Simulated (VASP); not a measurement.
# SiC (P6_3mc) in VASP: a series of runs, part 2 of 2

VASP 6.6.1.

### Step 4. Relaxation of cell and atoms, PBE+D3

INCAR reads:

```
SYSTEM = SiC
PREC = Accurate
ENCUT = 600
EDIFF = 1E-7
ISMEAR = -1
SIGMA = 0.05
LREAL = .False.
LASPH = .True.
NELM = 100
ALGO = Fast
ISIF = 3
LWAVE = .False.
LCHARG = .False.
GGA = PE
IVDW = 11
IBRION = 2
NSW = 40
EDIFFG = -0.01
```

KPOINTS reads:

```
Automatic mesh
0
Gamma
  10 10 3
  0 0 0
```

POSCAR reads:

```
SiC
1.0
    3.0756941497      0.0000000000      0.0000000000
   -1.5378470748      2.6636292679      0.0000000000
    0.0000000000      0.0000000000     10.0706464800
Si C
4 4
Direct
    0.0000000000      0.0000000000      0.1878943800
    0.0000000000      0.0000000000      0.6878943800
    0.3333333333      0.6666666667      0.4378419800
    0.6666666667      0.3333333333      0.9378419800
    0.0000000000      0.0000000000      0.0004600500
    0.0000000000      0.0000000000      0.5004600500
    0.3333333333      0.6666666667      0.2498025900
    0.6666666667      0.3333333333      0.7498025900
```

Command:

```console
$ cat potpaw_PBE.64/Si/POTCAR potpaw_PBE.64/C/POTCAR > POTCAR
$ mpirun -np 1 vasp_std > vasp.out
```

Wall time 2.2 min (1 thread of Intel Xeon Platinum 8488C (Sapphire Rapids), shared host); peak memory 0.26 GiB.

Results (log left out):

* Free energy: -61.4047 eV
* Relaxed volume: 10.39 Å³/atom
* Relaxed cell: a = 3.084 Å, b = 3.084 Å, c = 10.094 Å, α = 90.00°, β = 90.00°, γ = 120.00°
* Space group after relaxing (to 0.05 Å): P6_3mc (No. 186)
* Energy gained by relaxing: 0.4 meV/atom
* Ionic steps: 3
* Pressure after relaxing: 0.0 GPa
* Largest force after relaxing: 0.005 eV/Å
* Band gap on the k mesh: 2.23 eV, indirect (least direct gap 3.35 eV)
* Dispersion energy per atom: -0.145 eV

Forces on the atoms (eV/Å):
```
Si   0.000  0.000  0.003
Si   0.000  0.000  0.003
Si   0.000  0.000  0.004
Si   0.000  0.000  0.004
C    0.000  0.000 -0.005
C    0.000  0.000 -0.005
C    0.000  0.000 -0.002
C    0.000  0.000 -0.002
```

Step by step:
| step | energy change (eV) | largest force (eV/Å) | pressure (GPa) | volume (Å³) |
| --- | --- | --- | --- | --- |
| 1 | 0.0000 | 0.0083 | 1.70 | 82.50 |
| 2 | 0.0004 | 0.0138 | -1.74 | 83.82 |
| 3 | -0.0033 | 0.0046 | 0.01 | 83.14 |

Final structure:
```xyz
8
Lattice="3.0838 0.0000 0.0000 -1.5419 2.6707 0.0000 0.0000 0.0000 10.0944" Properties=species:S:1:pos:R:3 pbc="T T T"
Si    3.0838    0.0000    1.8968
Si    3.0838    0.0000    6.9440
Si    0.0000    1.7805    4.4196
Si    1.5419    0.8902    9.4668
C     0.0000    0.0000    0.0044
C     0.0000    0.0000    5.0516
C     0.0000    1.7805    2.5217
C     1.5419    0.8902    7.5689
```

Levels at points of the mesh, in eV from the valence-band top:
```tsv
k point	band 14	band 15	band 16	band 17	band 18	band 19
(0.00, 0.00, 0.00)	-0.05	0.00	0.00	5.05	5.63	6.24
(0.50, 0.00, 0.00)	-2.21	-1.57	-1.12	2.23	2.35	4.21
```

Caveat: an odd mesh through Γ misses points on the zone boundary, where band edges often lie.

### Step 5. Relaxation of cell and atoms, PBE+D3(BJ)

INCAR reads:

```
  PREC = Accurate
  ENCUT = 600
  EDIFF = 1E-6
  ISMEAR = -1
  SIGMA = 0.05
  LREAL = F
  LASPH = T
  NELM = 60
  ALGO = Fast
  ISIF = 3
  LWAVE = F
  LCHARG = F
  GGA = PE
  IVDW = 12
  IBRION = 2
  NSW = 60
  EDIFFG = -0.01
```

KPOINTS reads:

```
Automatic mesh
0
Gamma
  10 10 3
```

POSCAR is that of step 4.

Command:

```console
$ cat potpaw_PBE.64/Si/POTCAR potpaw_PBE.64/C/POTCAR > POTCAR
$ mpirun -np 1 vasp_std > vasp.out
```

It took 1.9 min on 1 thread of Intel Xeon Platinum 8488C (Sapphire Rapids), shared host; peak memory 0.26 GiB.

Results (log left out):

* Free energy: -62.6525 eV
* Relaxed volume: 10.27 Å³/atom
* Relaxed cell: a = 3.071 Å, b = 3.071 Å, c = 10.054 Å, α = 90.00°, β = 90.00°, γ = 120.00°
* Space group after relaxing (to 0.05 Å): P6_3mc (No. 186)
* Energy gained by relaxing: 0.1 meV/atom
* Ionic steps: 3
* Pressure after relaxing: 0.0 GPa
* Band gap on the k mesh: 2.23 eV, indirect (least direct gap 3.35 eV)
* Dispersion energy per atom: -0.303 eV

Forces on the atoms (eV/Å):
```
Si   0.000  0.000  0.003
Si   0.000  0.000  0.003
Si   0.000  0.000  0.000
Si   0.000  0.000  0.000
C    0.000  0.000 -0.002
C    0.000  0.000 -0.002
C    0.000  0.000  0.000
C    0.000  0.000  0.000
```

Step by step:
| step | energy change (eV) | largest force (eV/Å) | pressure (GPa) | volume (Å³) |
| --- | --- | --- | --- | --- |
| 1 | 0.0000 | 0.0053 | -0.98 | 82.50 |
| 2 | 0.0001 | 0.0052 | 1.04 | 81.75 |
| 3 | -0.0012 | 0.0025 | 0.01 | 82.13 |

Final structure:
```
Si C
1.0
     3.07124    0.00000    0.00000
    -1.53562    2.65977    0.00000
     0.00000    0.00000   10.05442
Si C
4 4
Direct
  0.00000 0.00000 0.18790
  0.00000 0.00000 0.68790
  0.33333 0.66667 0.43783
  0.66667 0.33333 0.93783
  0.00000 0.00000 0.00046
  0.00000 0.00000 0.50046
  0.33333 0.66667 0.24982
  0.66667 0.33333 0.74982
```

Levels at points of the mesh, in eV from the valence-band top:
| k point | band 14 | band 15 | band 16 | band 17 | band 18 | band 19 |
| --- | --- | --- | --- | --- | --- | --- |
| (0.00, 0.00, 0.00) | -0.05 | 0.00 | 0.00 | 5.15 | 5.73 | 6.37 |
| (0.50, 0.00, 0.00) | -2.23 | -1.58 | -1.12 | 2.23 | 2.36 | 4.25 |

Caveat: an odd mesh through Γ misses points on the zone boundary, where band edges often lie.

### Step 6. Summary

| task | level | potentials or basis | cell | cutoff (eV) | smearing | gap on the mesh (eV) | pressure (GPa) | relaxed volume (Å³/atom) | largest force (eV/Å) |
| --- | --- | --- | --- | --- | --- | --- | --- | --- | --- |
| relaxation of cell and atoms | PBE | VASP PAW PBE potentials, release 64 (Si_GW, C_GW) | relaxed | 630 | fermi-dirac 0.05 eV | 2.22 | 0.0 | 10.50 | 0.01 |
| single point | PBE | VASP PAW PBE potentials, release 64 (Si, C) | as given | 520 | gaussian 0.014 eV | 2.23 | 3.9 | - | 0.01 |
| relaxation of cell and atoms | PBE+D3 | VASP PAW PBE potentials, release 64 (Si, C) | relaxed | 600 | fermi-dirac 0.05 eV | 2.23 | 0.0 | 10.39 | - |
| relaxation of cell and atoms | PBE+D3(BJ) | VASP PAW PBE potentials, release 64 (Si, C) | relaxed | 600 | fermi-dirac 0.05 eV | 2.23 | 0.0 | 10.27 | - |

Alike in all rows: no spin polarisation; k mesh 10 × 10 × 3.

Caveats: an odd mesh through Γ misses points on the zone boundary, where band edges often lie.

Total energies depend on the potentials used, so only differences within one code and one set of settings carry meaning.
